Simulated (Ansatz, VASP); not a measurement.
Two plane-wave programs on Cu

```
CELL_PARAMETERS angstrom
-1.42157 1.42157 1.35239
1.42157 -1.42157 1.35239
1.42157 1.42157 -1.35239
ATOMIC_POSITIONS crystal
Cu 0.00000 0.00000 0.00000
```

Alike in both runs: functional LDA; k mesh 15 × 15 × 15; occupations fermi-dirac, width 0.05 eV; no spin polarisation.

Ansatz relaxed the structure, and its values are those at the end. VASP's run is a single point on that final structure, the one shown.

|  | VASP | Ansatz |
| --- | --- | --- |
| version | VASP 6.6.1 | Ansatz 0.2.0 |
| potentials or method | VASP PAW LDA potentials, release 64 (Cu) | plane waves, PAW |
| plane-wave cutoff (eV) | 520 | 420 |
| valence electrons in the cell | 11 | 19 |

VASP gave:

* pressure (GPa): 0.9

Question: Which values does Ansatz return?

Answer: Pressure (GPa): 0.0.

The two sets of potentials don't hold the same shells in valence.
